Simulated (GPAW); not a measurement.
Ta2N, 3 atoms in the cell. The structure is trigonal, space group P-3m1 (No. 164). Conventional cell: a = 3.113 Å, b = 3.113 Å, c = 4.870 Å, α = 90.00°, β = 90.00°, γ = 120.00°. Around Ta (site symmetry 3m) lie 3 N at 2.18 Å. N (site symmetry -3m) is surrounded by 6 Ta at 2.18 Å. The cell comes from a database or a generator and needn't be the stable form of this composition.

```yaml
Program: GPAW 26.7.0
Task: relaxation of cell and atoms
Functional: PBEsol
Dispersion: D3(BJ)+ATM
Potentials_or_basis: PAW data sets generated in the run's folder for this functional
Cutoff: 800 eV
Basis: pw
k_mesh: 7 × 7 × 4
Occupations: fermi-dirac, width 0.05 eV
Spin: no spin polarisation
Maxiter: 150
Optimizer: BFGS
Fmax: 0.02 eV/Å
Max_steps: 60
Convergence: density=1e-05 forces=0.0001
```

Potentials or basis: PAW data sets generated in the run's folder for this functional, pw.

The run is started by

```console
$ gpaw-setup -f PBEsol N Ta
$ OMP_NUM_THREADS=1 python run.py
```

Hardware: 1 thread of Arm Neoverse V2 (shared host).

Problem. Estimate the wall time of this run.

Solution. It took 2.9 min on 1 thread of Arm Neoverse V2, with other jobs on the host, peak memory 0.34 GiB. Counts: scf iterations 67, plane waves 2113, bands 30, k points 28, ion steps 7.
